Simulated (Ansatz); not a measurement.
# Is this LiF structure a true minimum?

The structure comes from a generated guess, relaxed at this level; another structure or a mixture of phases may lie lower.

Level of theory: DFT PBE, scalar-relativistic, plane waves, PAW in Ansatz. Cutoff 420 eV; k points 10×10×10 on the computed 2-atom cell (Γ-centred); Gaussian smearing, width 0.02 eV; no spin polarisation.

The cell below (2 atoms, space group F-43m (No. 216)) is relaxed within its symmetry.

```
CELL_PARAMETERS angstrom
0.00000 2.18181 2.18181
2.18181 0.00000 2.18181
2.18181 2.18181 0.00000
ATOMIC_POSITIONS crystal
Li 0.75000 0.75000 0.75000
F 0.50000 0.50000 0.50000
```

For the test a repeat of it with 8 atoms (edges 3.09, 5.34, 5.34 Å) was strained at random (σ = 1.5 % a component), the atoms were moved at random (σ = 0.15 Å), and all was relaxed again on a coarse 4×4×4 mesh (in the run’s order of axes) with 0.10 eV smearing, with no symmetry imposed.

Question: Is the structure stable against such a distortion?

Answer: It returns, within 1 meV/atom of the unmoved cell on that mesh and with the same symmetry when read at 0.1 Å (P1 at 0.01 Å, so small strains and shifts remain). No instability shows in this cell; modes of other wave vectors, which need another repeat, aren't tested.
